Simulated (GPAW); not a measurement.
# Ni: equation of state with r2SCAN

The system is Ni.

```
Ni
1.0
     0.00000    1.73757    1.73757
     1.73757    0.00000    1.73757
     1.73757    1.73757    0.00000
Ni
1
Direct
  0.00000 0.00000 0.00000
```

```json
{
  "Program": "GPAW 26.7.0",
  "Task": "equation of state",
  "Functional": "r2SCAN",
  "Potentials or basis": "GPAW PAW data sets (gpaw-data 1.2.1)",
  "Cutoff": "600 eV",
  "Basis": "pw",
  "k mesh": "13 × 13 × 13",
  "Occupations": "fermi-dirac, width 0.05 eV",
  "Spin": "collinear spin, ferromagnetic start",
  "Starting moments": "[1.0] μB"
}
```

* Equilibrium volume: 10.70 Å³/atom (rough: see the caveat)
* Bulk modulus: 206 GPa (rough)

Energy against volume, from the lowest point:
```csv
volume (Å³/atom),energy (meV/atom)
9.862,49.18
10.072,26.38
10.282,11.14
10.492,2.60
10.702,0.00
10.912,2.58
11.122,10.01
```

Run time: 12 min on 1 thread of Arm Neoverse V2 (shared host), peak memory 0.54 GiB.

Caveat: the stock nickel data set gives pressures a few GPa off other programs; the points scatter about the fit; the PAW data sets were made with another functional, which shifts forces and pressure a little.
